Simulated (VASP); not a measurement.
# SnTe (Fm-3m) in VASP: notebook, part 2 of 2

VASP 6.6.1.

## 4. Single point, r2SCAN

This run uses another cell than the first one, of 32.44 Å³/atom.

File POSCAR:

```
SnTe
1.0
    0.0000000000      3.1893545680      3.1893545680
    3.1893545680      0.0000000000      3.1893545680
    3.1893545680      3.1893545680      0.0000000000
Sn Te
1 1
Direct
    0.0000000000      0.0000000000      0.0000000000
    0.5000000000      0.5000000000      0.5000000000
```

File INCAR.step1:

```
PREC     = Accurate       # precision mode
ENCUT    = 520            # plane-wave cutoff, eV
ISMEAR   = -1             # smearing method
SIGMA    = 0.02           # smearing width, eV
LREAL    = F              # projectors in reciprocal space
LASPH    = T              # aspherical terms in the spheres
NELM     = 80             # most SCF steps
NBANDS   = 17             # bands
GGA      = PE             # functional
ALGO     = Normal         # electronic algorithm
EDIFF    = 1E-4           # SCF threshold, eV
LWAVE    = T              # write WAVECAR
LCHARG   = F              # write CHGCAR
```

File INCAR.step2:

```
PREC     = Accurate       # precision mode
ENCUT    = 520            # plane-wave cutoff, eV
EDIFF    = 1E-6           # SCF threshold, eV
ISMEAR   = -1             # smearing method
SIGMA    = 0.02           # smearing width, eV
LREAL    = F              # projectors in reciprocal space
LASPH    = T              # aspherical terms in the spheres
NELM     = 80             # most SCF steps
ALGO     = Normal         # electronic algorithm
ISIF     = 2              # what is computed and relaxed
LWAVE    = F              # write WAVECAR
LCHARG   = T              # write CHGCAR
METAGGA  = R2SCAN         # meta-GGA
LMIXTAU  = T            
LELF     = T              # ELF
LVHAR    = T            
NBANDS   = 17             # bands
ISTART   = 1
```

File KPOINTS:

```
regular mesh
0
Gamma
  6 6 6
```

Potentials or basis: VASP PAW PBE potentials, release 64 (Sn_d, Te).

On the command line:

```
> cat potpaw_PBE.64/Sn_d/POTCAR potpaw_PBE.64/Te/POTCAR > POTCAR
> cp INCAR.step1 INCAR
> mpirun -np 1 vasp_std > vasp.out
> cp INCAR.step2 INCAR
> mpirun -np 1 vasp_std > vasp.out
```

OUTCAR:

```text
PREC = Accurate
   ENCUT = 520
   EDIFF = 1E-6
   ISMEAR = -1
   LREAL = F
   LASPH = T
   NELM = 80
   ISIF = 2
   METAGGA = R2SCAN
   ISTART = 1

 ion  position               nearest neighbor table
   1  0.000  0.000  0.000-   2 3.19   2 3.19   2 3.19   2 3.19   2 3.19   2 3.19
   2  0.500  0.500  0.500-   1 3.19   1 3.19   1 3.19   1 3.19   1 3.19   1 3.19

  LATTYP: Found a face centered cubic cell.
 ALAT       =     6.3787091360

  Lattice vectors:

 A1 = (   0.0000000000,   3.1893545680,   3.1893545680)
 A2 = (   3.1893545680,   0.0000000000,   3.1893545680)
 A3 = (   3.1893545680,   3.1893545680,   0.0000000000)

Analysis of symmetry for initial positions (statically):
=====================================================================
 Subroutine PRICEL returns:
 Original cell was already a primitive cell.

 Routine SETGRP: Setting up the symmetry group for a
 face centered cubic supercell.

 Subroutine GETGRP returns: Found 48 space group operations
 (whereof 48 operations were pure point group operations)
 out of a pool of 48 trial point group operations.

The static configuration has the point symmetry O_h .

Analysis of symmetry for dynamics (positions and initial velocities):
=====================================================================
 Subroutine PRICEL returns:
 Original cell was already a primitive cell.

 Routine SETGRP: Setting up the symmetry group for a
 face centered cubic supercell.

 Subroutine GETGRP returns: Found 48 space group operations
 (whereof 48 operations were pure point group operations)
 out of a pool of 48 trial point group operations.

The dynamic configuration has the point symmetry O_h .

 Subroutine INISYM returns: Found 48 space group operations
 (whereof 48 operations are pure point group operations),
 and found     1 'primitive' translations

----------------------------------------------------------------------------------------

                                     Primitive cell

  volume of cell :      64.8841

  direct lattice vectors                    reciprocal lattice vectors
     0.000000000  3.189354568  3.189354568    -0.156771531  0.156771531  0.156771531
     3.189354568  0.000000000  3.189354568     0.156771531 -0.156771531  0.156771531
     3.189354568  3.189354568  0.000000000     0.156771531  0.156771531 -0.156771531

  length of vectors
     4.510428485  4.510428485  4.510428485     0.271536258  0.271536258  0.271536258

  position of ions in fractional coordinates (direct lattice)
     0.000000000  0.000000000  0.000000000
     0.500000000  0.500000000  0.500000000

  ion indices of the primitive-cell ions
   primitive index   ion index
                 1           1
                 2           2

----------------------------------------------------------------------------------------

 KPOINTS: regular mesh

Automatic generation of k-mesh.
 Grid dimensions read from file:
 generate k-points for:    6    6    6

 Generating k-lattice:

  Cartesian coordinates                     Fractional coordinates (reciprocal lattice)
    -0.026128589  0.026128589  0.026128589     0.166666667  0.000000000  0.000000000
     0.026128589 -0.026128589  0.026128589     0.000000000  0.166666667  0.000000000
     0.026128589  0.026128589 -0.026128589     0.000000000  0.000000000  0.166666667

  Length of vectors
     0.045256043  0.045256043  0.045256043

  Shift w.r.t. Gamma in fractional coordinates (k-lattice)
     0.000000000  0.000000000  0.000000000

 Subroutine IBZKPT returns following result:
 ===========================================

 Found     16 irreducible k-points:

 Following reciprocal coordinates:
            Coordinates               Weight
  0.000000  0.000000  0.000000      1.000000
  0.166667  0.000000  0.000000      8.000000
  0.333333  0.000000  0.000000      8.000000
  0.500000  0.000000  0.000000      4.000000
  0.166667  0.166667  0.000000      6.000000
  0.333333  0.166667  0.000000     24.000000
[... 8 lines left out ...]
 -0.333333  0.333333  0.166667     24.000000
 -0.333333  0.500000  0.166667     12.000000
   k-points           NKPTS =     16   k-points in BZ     NKDIM =     16   number of bands    NBANDS=     17
   number of dos      NEDOS =    301   number of ions     NIONS =      2
   total plane-waves  NPLWV =  46656
   dimension x,y,z NGX =    36 NGY =   36 NGZ =   36
   dimension x,y,z NGXF=    72 NGYF=   72 NGZF=   72
   ions per type =               1   1
   NGX,Y,Z   is equivalent  to a cutoff of  13.27, 13.27, 13.27 a.u.
   NGXF,Y,Z  is equivalent  to a cutoff of  26.54, 26.54, 26.54 a.u.
 SYSTEM =  unknown system
   PREC   = accura    normal or accurate (medium, high low for compatibility)
   ISTART =      1    job   : 0-new  1-cont  2-samecut
   ICHARG =      0    charge: 1-file 2-atom 10-const
   ISPIN  =      1    spin polarized calculation?
   LNONCOLLINEAR =      F non collinear calculations
   LSORBIT =      F    spin-orbit coupling
   LASPH  =      T    aspherical Exc in radial PAW
   ENCUT  =  520.0 eV  38.22 Ry    6.18 a.u.   8.39  8.39  8.39*2*pi/ulx,y,z
   NELM   =     80;   NELMIN=  2; NELMDL=  0     # of ELM steps
   EDIFF  = 0.1E-05   stopping-criterion for ELM
   LREAL  =      F    real-space projection
   EDIFFG = 0.1E-04   stopping-criterion for IOM
   NSW    =      0    number of steps for IOM
   IBRION =     -1    ionic relax: 0-MD 1-quasi-New 2-CG
   NFREE  =      0    steps in history (QN), initial steepest desc. (CG)
   ISIF   =      2    stress and relaxation
   ISYM   =      2    0-nonsym 1-usesym 2-fastsym
   POTIM  = 0.5000    time-step for ionic-motion
   TEBEG  =    0.0;   TEEND  =   0.0 temperature during run
   PSTRESS=    0.0 pullay stress
   NELECT =      20.0000    total number of electrons
   NUPDOWN=      -1.0000    fix difference up-down
   EMIN   =  10.00;   EMAX   =-10.00  energy-range for DOS
   EFERMI =   0.00;   METHOD = LEGACY
   ISMEAR =    -1;   SIGMA  =   0.02  broadening in eV -4-tet -1-fermi 0-gaus
   EFERMI_NEDOS =   21; number of points for ismear=-14 and -15
   IALGO  =     38    algorithm
   IMIX   =      4    mixing-type and parameters
     AMIX     =   0.40;   BMIX     =  1.00
     AMIX_MAG =   1.60;   BMIX_MAG =  1.00
  volume/ion in A,a.u.               =      32.44       218.93
  Fermi-wavevector in a.u.,A,eV,Ry     =   1.105873  2.089797 16.639322  1.222956
  Thomas-Fermi vector in A             =   2.242366
   LORBIT       =      0    0 simple, 1 ext, 2 COOP (PROOUT), +10 PAW based schemes
   METAGGA = R2SCAN    functional components
   LHFCALC =     F    Hartree Fock is set to
   AEXX    =    0.0000 exact exchange contribution
   IVDW    =     0    specifies the selected vdW correction
   LEPSILON=     F    determine dielectric tensor
   LRPA    =     F    only Hartree local field effects (RPA)
 non-spin polarized calculation
  energy-cutoff  :      520.00
  volume of cell :       64.88
 maximum number of plane-waves:      1807
 NGX is ok and might be reduce to    36
   NGX = 17   NGY = 17   NGZ = 17

 number of electron      20.0000002 magnetization

 Free energy of the ion-electron system (eV)
  ---------------------------------------------------
  ext. energy  EPLUGINS =         0.00000000
  ---------------------------------------------------
  free energy    TOTEN  =       -50.68393224 eV

  energy without entropy =      -50.68374742  energy(sigma->0) =      -50.68383983

 E-fermi :   6.6283     XC(G=0):  -9.8929

 val. band max:        6.5566863218   @ k =   0.5000   0.0000   0.0000
 cond. band min:       6.6998216287   @ k =   0.5000   0.0000   0.0000
 fundamental gap:      0.1431353068
 Fermi energy:         6.6282529602

 k-point     1 :       0.0000    0.0000    0.0000
  band No.  band energies     occupation
      1     -16.1891      2.00000
      2     -16.1891      2.00000
      3     -16.1806      2.00000
      4     -16.1805      2.00000
      5     -16.1805      2.00000
      6      -6.6561      2.00000
[... 9 lines left out ...]
     16      11.5988      0.00000
     17      13.5859      0.00000
[... 281 lines left out ...]
 k-point    16 :      -0.3333    0.5000    0.1667
  band No.  band energies     occupation
      1     -16.2023      2.00000
      2     -16.1880      2.00000
      3     -16.1807      2.00000
      4     -16.1742      2.00000
      5     -16.1709      2.00000
      6      -5.0282      2.00000
[... 9 lines left out ...]
     16      16.8748      0.00000
     17      18.0632      0.00000

------------------------ aborting loop because EDIFF is reached ----------------------------------------

  FORCE on cell =-STRESS in cart. coord.  units (eV):
  Direction    XX          YY          ZZ          XY          YZ          ZX
  --------------------------------------------------------------------------------------
  -------------------------------------------------------------------------------------
  Total        0.0005675      0.0005675      0.0005675      0.0000000      0.0000000      0.0000000
  in kB        0.0140144      0.0140144      0.0140144      0.0000000      0.0000000      0.0000000
  external PRESSURE =       0.0140144 kB  Pullay stress =       0.0000000 kB

 VOLUME and BASIS-vectors are now :
 -----------------------------------------------------------------------------
  energy-cutoff  :      520.00
  volume of cell :       64.88
      direct lattice vectors                 reciprocal lattice vectors
     0.000000000  3.189354568  3.189354568    -0.156771531  0.156771531  0.156771531
     3.189354568  0.000000000  3.189354568     0.156771531 -0.156771531  0.156771531
     3.189354568  3.189354568  0.000000000     0.156771531  0.156771531 -0.156771531

 POSITION                                       TOTAL-FORCE (eV/Angst)
 -----------------------------------------------------------------------------------
      0.00000      0.00000      0.00000         0.000000     -0.000000      0.000000
      3.18935      3.18935      3.18935         0.000000      0.000000     -0.000000
 -----------------------------------------------------------------------------------
    total drift:                               -0.000000      0.000000      0.000000

  FREE ENERGIE OF THE ION-ELECTRON SYSTEM (eV)
  ---------------------------------------------------
  free  energy   TOTEN  =       -50.6839322382 eV

  energy  without entropy=      -50.6837474157  energy(sigma->0) =      -50.68383983
```

It took 2.5 min on 1 thread of Intel Xeon 8259CL, shared host; peak memory 0.22 GiB.

What came out:

* Free energy: -50.6839 eV
* Pressure: 0.0 GPa
* Band gap on the k mesh: 0.14 eV

Caveat: the PAW data sets were made with another functional, which shifts forces and pressure a little; spin-orbit coupling is left out, which moves the levels of the heavy elements.

## 5. The runs side by side

| cell | gap on the mesh (eV) | pressure (GPa) |
| --- | --- | --- |
| a = 4.418 Å, angles 60.0°, 2 atoms | 0.06 | 3.0 |
| a = 4.465 Å, angles 60.0°, 2 atoms | 0.05 | 1.4 |
| a = 4.510 Å, angles 60.0°, 2 atoms | 0.14 | 0.0 |

Alike in all rows: task single point; level r2SCAN; potentials or basis VASP PAW PBE potentials, release 64 (Sn_d, Te); no spin polarisation; k mesh 6 × 6 × 6; cutoff (eV) 520; smearing fermi-dirac 0.02 eV.

Caveats: the PAW data sets were made with another functional, which shifts forces and pressure a little; spin-orbit coupling is left out, which moves the levels of the heavy elements.

Total energies depend on the potentials used, so only differences within one code and one set of settings carry meaning.

## 6. Against experiment

Step 4. A measured gap of SnTe is 0.18 eV (direct; 300 K; a printed reference work, textbook); the calculated 0.14 eV misses it by -0.04 eV. Spin-orbit coupling on Sn, Te is left out. The value is that of r2SCAN on a finite k mesh, which can miss the band edges, without temperature or zero-point motion.
